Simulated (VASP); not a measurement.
## A VASP 6.6.1 single-point calculation on BeS

INCAR

```
ENCUT = 520
ISIF = 2
ISMEAR = -1
SIGMA = 0.02
NBANDS = 11
LCHARG = .FALSE.
GGA = PE
NELM = 55
LWAVE = .FALSE.
IBRION = -1
LREAL = .TRUE.
PREC = Accurate
LASPH = .TRUE.
NSW = 0
EDIFF = 1E-7
```

KPOINTS

```
KPOINTS created by Atomic Simulation Environment
0
Gamma
10 10 10
0 0 0
```

POSCAR

```
Be S
 1.0000000000000000
     0.0000000000000000    2.3172971968999998    2.3172971968999998
     2.4099890847999998    0.0000000000000000    2.3172971968999998
     2.4099890847999998    2.3172971968999998    0.0000000000000000
 Be  S
   1   1
Cartesian
  0.0000000000000000  0.0000000000000000  0.0000000000000000
  2.4099890847999998  2.3172971968999998  2.3172971968999998
```

The recommended PBE PAW datasets give the neutral cell 8 valence electrons.

Command

```
mpirun -np 1 vasp_std
```

Predict the outcome of this run.

It converged. Results: gap between bands v and c on the k mesh 0.85 eV; least direct gap on the k mesh 3.64 eV; pressure -3.5 GPa. Band v is the last that the valence electrons fill when counted band by band, and c is the next.

OSZICAR

```
N       E                     dE             d eps       ncg     rms          rms(c)
DAV:   1     0.195486345870E+02    0.19549E+02   -0.39577E+03  2252   0.634E+02
DAV:   2    -0.782493653071E+01   -0.27374E+02   -0.26112E+02  2907   0.111E+02
DAV:   3    -0.895158549276E+01   -0.11266E+01   -0.11241E+01  2915   0.226E+01
DAV:   4    -0.895749908108E+01   -0.59136E-02   -0.59122E-02  2792   0.190E+00
DAV:   5    -0.895753779551E+01   -0.38714E-04   -0.38713E-04  2919   0.151E-01    0.600E+00
DAV:   6    -0.887102343505E+01    0.86514E-01   -0.21993E-01  2625   0.191E+00    0.405E+00
DAV:   7    -0.886980073139E+01    0.12227E-02   -0.67570E-02  3019   0.124E+00    0.170E+00
DAV:   8    -0.887072138765E+01   -0.92066E-03   -0.62524E-03  2575   0.383E-01    0.358E-01
DAV:   9    -0.887068986774E+01    0.31520E-04   -0.19431E-04  2694   0.849E-02    0.559E-02
DAV:  10    -0.887070608992E+01   -0.16222E-04   -0.26231E-05  2647   0.302E-02    0.691E-03
DAV:  11    -0.887070633798E+01   -0.24806E-06   -0.46788E-06  2759   0.108E-02    0.171E-03
DAV:  12    -0.887070640078E+01   -0.62801E-07   -0.16013E-07  2600   0.282E-03
   1 F= -.88707064E+01 E0= -.88707064E+01  d E =-.329235E-11
```

These settings aren't sound, so the numbers aren't properties of the crystal.

On sound settings PBE gives a gap of 0.85 eV on its mesh and a pressure of -4.0 GPa for the intended cell.
